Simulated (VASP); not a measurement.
Input of a VASP 6.6.1 run:

File run.py:

```python
from ase.calculators.vasp import Vasp
from ase.io import read
from ase.optimize import BFGSLineSearch

atoms = read('POSCAR')
calc = Vasp(
    directory='calc',
    xc='pbesol',
    pp='PBE',
    setups='recommended',
    prec='Accurate',
    encut=520,
    ediff=1e-07,
    ismear=1,
    sigma=0.2,
    lreal=False,
    lasph=True,
    nelm=100,
    algo='Normal',
    isif=2,
    lwave=True,
    lcharg=False,
    kpts=[7, 7, 7],
    gamma=True,
)
atoms.calc = calc
opt = BFGSLineSearch(atoms, trajectory='relax.traj')
converged = opt.run(fmax=0.01, steps=40)
print('converged:', converged)

print('energy (eV):', atoms.get_potential_energy())
print('free energy (eV):', atoms.get_potential_energy(force_consistent=True))
print('forces (eV/A):')
print(atoms.get_forces())
print('stress (eV/A^3, Voigt):', atoms.get_stress())
print('Fermi level (eV):', calc.get_fermi_level())
print('cell (A, degrees):', atoms.cell.cellpar())
print('volume (A^3):', atoms.get_volume())
print('scaled positions:')
print(atoms.get_scaled_positions())
```

Contents of POSCAR:

```
Rb
1.0
   -2.7558720000      2.8650800000      2.7960770000
    2.7506710000     -2.8182060000      2.7440020000
    2.7997640000      2.8620990000     -2.7492030000
Rb
1
Direct
   -0.0200370000     -0.0142010000     -0.0232300000
```

Potentials or basis: VASP PAW PBE potentials, release 64 (Rb_sv).

The run is started by

```sh
$ python run.py
```

Task: Predict the band gap on the k mesh.

Result: None (metal or under the smearing width).

Final structure:
```xyz
1
Lattice="-2.7559 2.8651 2.7961 2.7507 -2.8182 2.7440 2.7998 2.8621 -2.7492" Properties=species:S:1:pos:R:3 pbc="T T T"
Rb   -0.0489   -0.0839   -0.0311
```

Caveat: the relaxation stopped at its first step, so nothing moved; the PAW data sets were made with another functional, which shifts forces and pressure a little.
